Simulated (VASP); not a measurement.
# Settings for Ti₃Al: self-consistent run

Ti₃Al, P-6m2 (no. 187), 4 atoms in the cell. LDA; PAW potentials Ti_sv, Al (LDA set). VASP 6.6.1.

Wanted: energy within 0.2 meV/atom; Fermi level within 0.005 eV.

What the run is for: comparing ways to start; Accuracy asked: tight.

POSCAR:
```
Ti3Al
1.0
    2.9275422229      0.0000000000      0.0000000000
   -1.4637711114      2.5353259357      0.0000000000
    0.0000000000      0.0000000000      9.2263620000
Ti Al
3 1
Direct
    0.3333333333      0.6666666667      0.2494060000
    0.3333333333      0.6666666667      0.7505940000
    0.6666666667      0.3333333333      0.0000000000
    0.6666666667      0.3333333333      0.5000000000
```

## How the run starts (with a second run first, the time holds both)

| How the run starts (with a second run first, the time holds both) | Energy less reference (meV/atom) | Fermi level (eV) | Time (s) |
|---|---|---|---|
| from scratch: 15 SCF iterations | 0.00 | 7.7507 | 36 |
| density of a coarse mesh (ICHARG 1): 16 + 12 SCF iterations | 0.00 | 7.7506 | 35 |
| orbitals of a lower cutoff (ISTART 1): 16 + 8 SCF iterations | 0.00 | 7.7507 | 42 |
| orbitals of a loose run: 12 + 6 SCF iterations | 0.00 | 7.7506 | 27 |

Chosen: from scratch: 15 SCF iterations; no other choice that stays within the tolerance saves 30 % of the time.

The chosen settings are those of the reference run.

## The input

INCAR:
```
SYSTEM = Ti3Al
ALGO     = Normal         ! electronic algorithm
EDIFF    = 1E-6           ! SCF threshold, eV
ENCUT    = 400            ! plane-wave cutoff, eV
GGA      = CA             ! functional
GGA_COMPAT= .FALSE.      
ISIF     = 2              ! what is computed and relaxed
ISMEAR   = 1              ! smearing method
LASPH    = .TRUE.         ! aspherical terms in the spheres
LCHARG   = .FALSE.        ! write CHGCAR
LREAL    = .FALSE.        ! projectors in reciprocal space
LWAVE    = .FALSE.        ! write WAVECAR
NELM     = 120            ! most SCF steps
PREC     = Accurate       ! precision mode
SIGMA    = 0.1            ! smearing width, eV
```

KPOINTS:
```
k-points
0
Gamma
  13 13 4
```

Commands:
```
cat potpaw_LDA.64/Ti_sv/POTCAR potpaw_LDA.64/Al/POTCAR > POTCAR
mpirun -np 1 vasp_std > vasp.out
```

The chosen input took VASP 6.6.1 36 s on 1 core (Intel Xeon 6975P-C (Granite Rapids)), a shared host.

## An input that fails: restart asked without its files

VASP's message: ERROR: charge density could not be read from file CHGCAR for ICHARG>10.

Changes against the starting input:
```
- NELM = 120
+ NELM = 60
+ ICHARG = 11
```
